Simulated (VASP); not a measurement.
# NaH (Pm-3m) in VASP: notebook

The runs below take NaH through single point, relaxation of cell and atoms, with r2SCAN.

Program: VASP 6.6.1. These are calculated values, not measurements. Logs are shortened: lines on timing, memory, paths and dates and some standing lists are left out, and cuts for length are marked.

### Step 1. The crystal as given

Symmetry: Pm-3m, No. 221, cubic system. Conventional cell: a = 2.933 Å, b = 2.933 Å, c = 2.933 Å, α = 90.00°, β = 90.00°, γ = 90.00°. Na (site symmetry m-3m) has 8 H at 2.54 Å as nearest neighbours. H (site symmetry m-3m) has 8 Na at 2.54 Å as nearest neighbours.

The cell comes from a database or a generator and needn't be the stable form of this composition.

### Step 2. Single point, r2SCAN

POSCAR

```
NaH
1.0
    2.9328749342      0.0000000000      0.0000000000
    0.0000000000      2.9328749342      0.0000000000
    0.0000000000      0.0000000000      2.9328749342
Na H
1 1
Direct
    0.0000000000      0.0000000000      0.0000000000
    0.5000000000      0.5000000000      0.5000000000
```

INCAR.step1

```
SYSTEM = NaH
  PREC = Accurate
  ENCUT = 520
  ISMEAR = 0
  SIGMA = 0.01
  LREAL = .FALSE.
  LASPH = .TRUE.
  NELM = 100
  NBANDS = 11
  GGA = PE
  ALGO = Normal
  EDIFF = 1E-4
  LWAVE = .TRUE.
  LCHARG = .FALSE.
```

INCAR.step2

```
SYSTEM = NaH
  PREC = Accurate
  ENCUT = 520
  EDIFF = 1E-6
  ISMEAR = 0
  SIGMA = 0.01
  LREAL = .FALSE.
  LASPH = .TRUE.
  NELM = 100
  ALGO = Normal
  ISIF = 2
  LWAVE = .FALSE.
  LCHARG = .FALSE.
  METAGGA = R2SCAN
  LMIXTAU = .TRUE.
  NBANDS = 11
  ISTART = 1
```

KPOINTS

```
Automatic mesh
0
G
  6 6 6
  0 0 0
```

Potentials or basis: VASP PAW PBE potentials, release 64 (Na_pv, H).

The run is started by

```
cat potpaw_PBE.64/Na_pv/POTCAR potpaw_PBE.64/H/POTCAR > POTCAR
cp INCAR.step1 INCAR
mpirun -np 1 vasp_std > vasp.out
cp INCAR.step2 INCAR
mpirun -np 1 vasp_std > vasp.out
```

OUTCAR:

```text
SYSTEM = NaH
   PREC = Accurate
   ENCUT = 520
   EDIFF = 1E-6
   ISMEAR = 0
   LREAL = .FALSE.
   LASPH = .TRUE.
   NELM = 100
   ISIF = 2
   METAGGA = R2SCAN
   ISTART = 1

 ion  position               nearest neighbor table
   1  0.000  0.000  0.000-
   2  0.500  0.500  0.500-

  LATTYP: Found a simple cubic cell.
 ALAT       =     2.9328749342

  Lattice vectors:

 A1 = (   2.9328749342,   0.0000000000,   0.0000000000)
 A2 = (   0.0000000000,   2.9328749342,   0.0000000000)
 A3 = (   0.0000000000,   0.0000000000,   2.9328749342)

Analysis of symmetry for initial positions (statically):
=====================================================================
 Subroutine PRICEL returns:
 Original cell was already a primitive cell.

 Routine SETGRP: Setting up the symmetry group for a
 simple cubic supercell.

 Subroutine GETGRP returns: Found 48 space group operations
 (whereof 48 operations were pure point group operations)
 out of a pool of 48 trial point group operations.

The static configuration has the point symmetry O_h .

Analysis of symmetry for dynamics (positions and initial velocities):
=====================================================================
 Subroutine PRICEL returns:
 Original cell was already a primitive cell.

 Routine SETGRP: Setting up the symmetry group for a
 simple cubic supercell.

 Subroutine GETGRP returns: Found 48 space group operations
 (whereof 48 operations were pure point group operations)
 out of a pool of 48 trial point group operations.

The dynamic configuration has the point symmetry O_h .

 Subroutine INISYM returns: Found 48 space group operations
 (whereof 48 operations are pure point group operations),
 and found     1 'primitive' translations

----------------------------------------------------------------------------------------

                                     Primitive cell

  volume of cell :      25.2279

  direct lattice vectors                    reciprocal lattice vectors
     2.932874934  0.000000000  0.000000000     0.340962374  0.000000000  0.000000000
     0.000000000  2.932874934  0.000000000     0.000000000  0.340962374  0.000000000
     0.000000000  0.000000000  2.932874934     0.000000000  0.000000000  0.340962374

  length of vectors
     2.932874934  2.932874934  2.932874934     0.340962374  0.340962374  0.340962374

  position of ions in fractional coordinates (direct lattice)
     0.000000000  0.000000000  0.000000000
     0.500000000  0.500000000  0.500000000

  ion indices of the primitive-cell ions
   primitive index   ion index
                 1           1
                 2           2

----------------------------------------------------------------------------------------

 KPOINTS: Automatic mesh

Automatic generation of k-mesh.
 Grid dimensions read from file:
 generate k-points for:    6    6    6

 Generating k-lattice:

  Cartesian coordinates                     Fractional coordinates (reciprocal lattice)
     0.056827062  0.000000000  0.000000000     0.166666667  0.000000000  0.000000000
     0.000000000  0.056827062  0.000000000     0.000000000  0.166666667  0.000000000
     0.000000000  0.000000000  0.056827062     0.000000000  0.000000000  0.166666667

  Length of vectors
     0.056827062  0.056827062  0.056827062

  Shift w.r.t. Gamma in fractional coordinates (k-lattice)
     0.000000000  0.000000000  0.000000000

 Subroutine IBZKPT returns following result:
 ===========================================

 Found     20 irreducible k-points:

 Following reciprocal coordinates:
            Coordinates               Weight
  0.000000  0.000000  0.000000      1.000000
  0.166667  0.000000  0.000000      6.000000
  0.333333  0.000000  0.000000      6.000000
  0.500000  0.000000  0.000000      3.000000
  0.166667  0.166667  0.000000     12.000000
  0.333333  0.166667  0.000000     24.000000
[... 12 lines left out ...]
  0.500000  0.500000  0.333333      6.000000
  0.500000  0.500000  0.500000      1.000000
   k-points           NKPTS =     20   k-points in BZ     NKDIM =     20   number of bands    NBANDS=     11
   number of dos      NEDOS =    301   number of ions     NIONS =      2
   total plane-waves  NPLWV =  13824
   dimension x,y,z NGX =    24 NGY =   24 NGZ =   24
   dimension x,y,z NGXF=    48 NGYF=   48 NGZF=   48
   ions per type =               1   1
   NGX,Y,Z   is equivalent  to a cutoff of  13.60, 13.60, 13.60 a.u.
   NGXF,Y,Z  is equivalent  to a cutoff of  27.21, 27.21, 27.21 a.u.
 SYSTEM =  NaH
   PREC   = accura    normal or accurate (medium, high low for compatibility)
   ISTART =      1    job   : 0-new  1-cont  2-samecut
   ICHARG =      0    charge: 1-file 2-atom 10-const
   ISPIN  =      1    spin polarized calculation?
   LNONCOLLINEAR =      F non collinear calculations
   LSORBIT =      F    spin-orbit coupling
   LASPH  =      T    aspherical Exc in radial PAW
   ENCUT  =  520.0 eV  38.22 Ry    6.18 a.u.   5.45  5.45  5.45*2*pi/ulx,y,z
   NELM   =    100;   NELMIN=  2; NELMDL=  0     # of ELM steps
   EDIFF  = 0.1E-05   stopping-criterion for ELM
   LREAL  =      F    real-space projection
   EDIFFG = 0.1E-04   stopping-criterion for IOM
   NSW    =      0    number of steps for IOM
   IBRION =     -1    ionic relax: 0-MD 1-quasi-New 2-CG
   NFREE  =      0    steps in history (QN), initial steepest desc. (CG)
   ISIF   =      2    stress and relaxation
   ISYM   =      2    0-nonsym 1-usesym 2-fastsym
   POTIM  = 0.5000    time-step for ionic-motion
   TEBEG  =    0.0;   TEEND  =   0.0 temperature during run
   PSTRESS=    0.0 pullay stress
   NELECT =       8.0000    total number of electrons
   NUPDOWN=      -1.0000    fix difference up-down
   EMIN   =  10.00;   EMAX   =-10.00  energy-range for DOS
   EFERMI =   0.00;   METHOD = LEGACY
   ISMEAR =     0;   SIGMA  =   0.01  broadening in eV -4-tet -1-fermi 0-gaus
   EFERMI_NEDOS =   21; number of points for ismear=-14 and -15
   IALGO  =     38    algorithm
   IMIX   =      4    mixing-type and parameters
     AMIX     =   0.40;   BMIX     =  1.00
     AMIX_MAG =   1.60;   BMIX_MAG =  1.00
  volume/ion in A,a.u.               =      12.61        85.12
  Fermi-wavevector in a.u.,A,eV,Ry     =   1.116378  2.109649 16.956940  1.246300
  Thomas-Fermi vector in A             =   2.252991
   LORBIT       =      0    0 simple, 1 ext, 2 COOP (PROOUT), +10 PAW based schemes
   METAGGA = R2SCAN    functional components
   LHFCALC =     F    Hartree Fock is set to
   AEXX    =    0.0000 exact exchange contribution
   IVDW    =     0    specifies the selected vdW correction
   LEPSILON=     F    determine dielectric tensor
   LRPA    =     F    only Hartree local field effects (RPA)
 non-spin polarized calculation
 Gauss-broadening in eV      SIGMA  =   0.01
  energy-cutoff  :      520.00
  volume of cell :       25.23
 maximum number of plane-waves:       696
 NGX is ok and might be reduce to    24
   NGX = 11   NGY = 11   NGZ = 11

 number of electron       8.0000014 magnetization

 Free energy of the ion-electron system (eV)
  ---------------------------------------------------
  ext. energy  EPLUGINS =         0.00000000
  ---------------------------------------------------
  free energy    TOTEN  =        -7.29288180 eV

  energy without entropy =       -7.29288180  energy(sigma->0) =       -7.29288180

 E-fermi :   1.3796     XC(G=0):  -8.6501

 val. band max:        1.1780270147   @ k =   0.5000   0.5000   0.5000
 cond. band min:       2.7824162869   @ k =   0.5000   0.0000   0.0000
 fundamental gap:      1.6043892723
 Fermi energy:         1.3795659081

 k-point     1 :       0.0000    0.0000    0.0000
  band No.  band energies     occupation
      1     -24.3112      2.00000
      2     -24.3112      2.00000
      3     -24.3112      2.00000
      4      -4.8906      2.00000
      5      11.0590      0.00000
      6      12.8501      0.00000
      7      12.8501      0.00000
      8      14.6281      0.00000
      9      14.6281      0.00000
     10      14.6281      0.00000
     11      28.0124      0.00000

 k-point     2 :       0.1667    0.0000    0.0000
  band No.  band energies     occupation
      1     -24.3562      2.00000
      2     -24.3073      2.00000
      3     -24.3073      2.00000
      4      -4.4507      2.00000
      5       8.2769      0.00000
      6      12.1282      0.00000
      7      13.3224      0.00000
      8      14.9381      0.00000
      9      14.9381      0.00000
     10      19.1999      0.00000
     11      25.2025      0.00000

 k-point     3 :       0.3333    0.0000    0.0000
  band No.  band energies     occupation
      1     -24.4453      2.00000
      2     -24.2994      2.00000
      3     -24.2994      2.00000
      4      -3.2883      2.00000
      5       4.5626      0.00000
      6      12.8645      0.00000
      7      14.6839      0.00000
      8      15.7667      0.00000
      9      15.7667      0.00000
     10      21.3065      0.00000
     11      22.0817      0.00000

 k-point     4 :       0.5000    0.0000    0.0000
  band No.  band energies     occupation
      1     -24.4892      2.00000
      2     -24.2954      2.00000
      3     -24.2954      2.00000
      4      -2.3803      2.00000
      5       2.7824      0.00000
      6      13.3194      0.00000
      7      16.0947      0.00000
      8      16.4156      0.00000
      9      16.4156      0.00000
     10      18.9043      0.00000
     11      20.6446      0.00000
[... 183 lines left out ...]
 k-point    18 :       0.5000    0.3333    0.3333
  band No.  band energies     occupation
      1     -24.4458      2.00000
      2     -24.4031      2.00000
      3     -24.3985      2.00000
      4      -0.0318      2.00000
      5       6.3463      0.00000
      6       8.5507      0.00000
      7       9.4886      0.00000
      8      12.0498      0.00000
      9      13.2614      0.00000
     10      15.1974      0.00000
     11      21.8273      0.00000

 k-point    19 :       0.5000    0.5000    0.3333
  band No.  band energies     occupation
      1     -24.4391      2.00000
      2     -24.4391      2.00000
      3     -24.3952      2.00000
      4       0.5665      2.00000
      5       7.4613      0.00000
      6       7.4613      0.00000
      7      10.0318      0.00000
      8      10.6586      0.00000
      9      13.3359      0.00000
     10      13.3359      0.00000
     11      20.5338      0.00000

 k-point    20 :       0.5000    0.5000    0.5000
  band No.  band energies     occupation
      1     -24.4328      2.00000
      2     -24.4328      2.00000
      3     -24.4328      2.00000
      4       1.1780      2.00000
      5       8.4865      0.00000
      6       8.4865      0.00000
      7       8.4865      0.00000
      8      11.4115      0.00000
      9      11.4115      0.00000
     10      11.4115      0.00000
     11      19.1617      0.00000

------------------------ aborting loop because EDIFF is reached ----------------------------------------

  FORCE on cell =-STRESS in cart. coord.  units (eV):
  Direction    XX          YY          ZZ          XY          YZ          ZX
  --------------------------------------------------------------------------------------
  -------------------------------------------------------------------------------------
  Total       -0.0448511     -0.0448511     -0.0448511      0.0000000      0.0000000      0.0000000
  in kB       -2.8484168     -2.8484168     -2.8484168      0.0000000      0.0000000      0.0000000
  external PRESSURE =      -2.8484168 kB  Pullay stress =       0.0000000 kB

 VOLUME and BASIS-vectors are now :
 -----------------------------------------------------------------------------
  energy-cutoff  :      520.00
  volume of cell :       25.23
      direct lattice vectors                 reciprocal lattice vectors
     2.932874934  0.000000000  0.000000000     0.340962374  0.000000000  0.000000000
     0.000000000  2.932874934  0.000000000     0.000000000  0.340962374  0.000000000
     0.000000000  0.000000000  2.932874934     0.000000000  0.000000000  0.340962374

 POSITION                                       TOTAL-FORCE (eV/Angst)
 -----------------------------------------------------------------------------------
      0.00000      0.00000      0.00000         0.000000      0.000000      0.000000
      1.46644      1.46644      1.46644         0.000000      0.000000      0.000000
 -----------------------------------------------------------------------------------
    total drift:                                0.000000      0.000000      0.000000

  FREE ENERGIE OF THE ION-ELECTRON SYSTEM (eV)
  ---------------------------------------------------
  free  energy   TOTEN  =        -7.2928818038 eV

  energy  without entropy=       -7.2928818038  energy(sigma->0) =       -7.29288180
```

It took 14 s on 1 thread of Intel Xeon Platinum 8375C at 2.90GHz (Ice Lake), shared host; peak memory 0.13 GiB.

Results:

| Quantity | Value |
| --- | --- |
| Free energy | -7.2929 eV |
| Pressure | -0.3 GPa |
| Band gap on the k mesh | 1.60 eV, indirect (least direct gap 5.16 eV) |

Caveat: the PAW data sets were made with another functional, which shifts forces and pressure a little.

### Step 3. Relaxation of cell and atoms, r2SCAN

This run uses another cell than the first one, of 12.90 Å³/atom, 1.023 times its volume.

POSCAR

```
NaH
1.0
    2.9551240000      0.0000000000      0.0000000000
    0.0000000000      2.9551240000      0.0000000000
    0.0000000000      0.0000000000      2.9551240000
Na H
1 1
Direct
    0.0000000000      0.0000000000      0.0000000000
    0.5000000000      0.5000000000      0.5000000000
```

INCAR.step1

```
SYSTEM = NaH
PREC = Accurate
ENCUT = 600
ISMEAR = 0
SIGMA = 0.01
LREAL = .FALSE.
LASPH = .TRUE.
NELM = 100
GGA = PE
ALGO = Normal
EDIFF = 1E-4
LWAVE = .TRUE.
LCHARG = .FALSE.
```

INCAR.step2

```
SYSTEM = NaH
PREC = Accurate
ENCUT = 600
EDIFF = 1E-6
ISMEAR = 0
SIGMA = 0.01
LREAL = .FALSE.
LASPH = .TRUE.
NELM = 100
ALGO = Normal
ISIF = 3
LWAVE = .FALSE.
LCHARG = .FALSE.
METAGGA = R2SCAN
LMIXTAU = .TRUE.
IBRION = 2
NSW = 60
EDIFFG = -0.01
ISTART = 1
```

KPOINTS is that of step 2.

Potentials or basis: VASP PAW PBE potentials, release 64 (Na_pv, H).

The run is started by

```
cat potpaw_PBE.64/Na_pv/POTCAR potpaw_PBE.64/H/POTCAR > POTCAR
cp INCAR.step1 INCAR
mpirun -np 1 vasp_std > vasp.out
cp INCAR.step2 INCAR
mpirun -np 1 vasp_std > vasp.out
```

Wall time 36 s (1 thread of Intel Xeon Platinum 8375C at 2.90GHz (Ice Lake), shared host); peak memory 0.13 GiB.

The run converged. Its results:

```yaml
Free_energy: -7.2944 eV
Relaxed_volume: 12.50 Å³/atom
Relaxed_cell: a = 2.924 Å, b = 2.924 Å, c = 2.924 Å, α = 90.00°, β = 90.00°, γ = 90.00°
Space_group_after_relaxing_to_0.05_Å: Pm-3m (No. 221)
Energy_gained_by_relaxing: 1.4 meV/atom
Ionic_steps: 4
Pressure_after_relaxing: 0.0 GPa
Band_gap_on_the_k_mesh: 1.60 eV, indirect (least direct gap 5.19 eV)
```

The path:
| step | energy change (eV) | largest force (eV/Å) | pressure (GPa) | volume (Å³) |
| --- | --- | --- | --- | --- |
| 1 | 0.0000 | 0.0000 | -0.92 | 25.81 |
| 2 | -0.0015 | 0.0000 | -0.66 | 25.53 |
| 3 | -0.0029 | 0.0000 | 0.19 | 24.86 |
| 4 | -0.0029 | 0.0000 | -0.02 | 25.01 |

Final structure:
```
Na H
1.0
     2.92422    0.00000    0.00000
     0.00000    2.92422    0.00000
     0.00000    0.00000    2.92422
Na H
1 1
Direct
  0.00000 0.00000 0.00000
  0.50000 0.50000 0.50000
```

Levels at points of the mesh, in eV from the valence-band top:
| k point | band 1 | band 2 | band 3 | band 4 | band 5 | band 6 | band 7 | band 8 |
| --- | --- | --- | --- | --- | --- | --- | --- | --- |
| (0.00, 0.00, 0.00) | -25.49 | -25.49 | -25.49 | -6.11 | 9.96 | 11.70 | 11.70 | 13.51 |
| (0.50, 0.00, 0.00) | -25.68 | -25.48 | -25.48 | -3.58 | 1.60 | 12.22 | 14.97 | 15.30 |
| (0.50, 0.50, 0.00) | -25.64 | -25.64 | -25.46 | -1.88 | 4.87 | 4.87 | 7.90 | 15.93 |
| (0.50, 0.50, 0.50) | -25.62 | -25.62 | -25.62 | 0.00 | 7.32 | 7.32 | 7.32 | 10.29 |

Caveat: the PAW data sets were made with another functional, which shifts forces and pressure a little.
